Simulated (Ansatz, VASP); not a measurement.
# LiF: VASP beside Ansatz

```
Li F
1.0
     2.48218   -1.44173    0.05043
     2.48218    1.44173    0.05043
    -1.74031    0.00000    4.66416
Li F
2 2
Direct
  0.37531 0.87491 0.62508
  0.87491 0.37531 0.12508
  0.12505 0.62473 0.87492
  0.62473 0.12505 0.37492
```

Alike in both runs: functional PBE; k mesh 8 × 8 × 4; occupations gaussian, width 0.1 eV; no spin polarisation.

Ansatz relaxed the structure, and its values are those at the end. VASP's run is a single point on that final structure, the one shown.

|  | VASP | Ansatz |
| --- | --- | --- |
| version | VASP 6.6.1 | Ansatz 0.2.0 |
| potentials or method | VASP PAW PBE potentials, release 64 (Li_sv, F) | scalar-relativistic, plane waves, PAW |
| plane-wave cutoff (eV) | 520 | 420 |
| valence electrons in the cell | 20 | 20 |

|  | VASP | Ansatz | Ansatz less VASP |
| --- | --- | --- | --- |
| gap on the k mesh at the Fermi level (eV) | 8.82 | 8.82 | +0.002 |
| least direct gap on the mesh (eV) | 8.82 | 8.82 | +0.002 |

 A k mesh can miss the band edges.
